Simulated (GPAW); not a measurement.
Crystal: PbSe (Clausthalite).

```xyz
2
Lattice="0.0000 3.0606 3.0606 3.0606 0.0000 3.0606 3.0606 3.0606 0.0000" Properties=species:S:1:pos:R:3 pbc="T T T"
Pb    0.0000    0.0000    0.0000
Se    3.0606    3.0606    3.0606
```

Program: GPAW 26.7.0. Alike in all runs: task band structure; spin SOC, no magnetisation; cell as given; k mesh 6 × 6 × 6; cutoff (eV) 600; smearing fermi-dirac 0.05 eV.

Question: Order these runs on this cell by their band gap on the k mesh, lowest first.
A. level LDA; potentials or basis the program's PAW data sets (release 1.2.1) made for this functional, pw; band points 60; spin axis theta (degrees) 0; spin axis phi (degrees) 0
B. level SCAN; potentials or basis GPAW PAW data sets (gpaw-data 1.2.1), pw; band points 100; spin axis theta (degrees) 54.7; spin axis phi (degrees) 45
C. level r4SCAN; potentials or basis GPAW PAW data sets (gpaw-data 1.2.1), pw; band points 100; spin axis theta (degrees) 0; spin axis phi (degrees) 0

Answer: C (0.12 eV), B (0.30 eV), A (0.51 eV).

Caveats: spin-orbit coupling was added after a scalar SCF, so levels and gaps hold it while energy, forces, pressure and moments don't; this program's spin-orbit splittings come out too wide for heavy elements; the mesh misses the band edges, which the band path finds closer together (some runs).
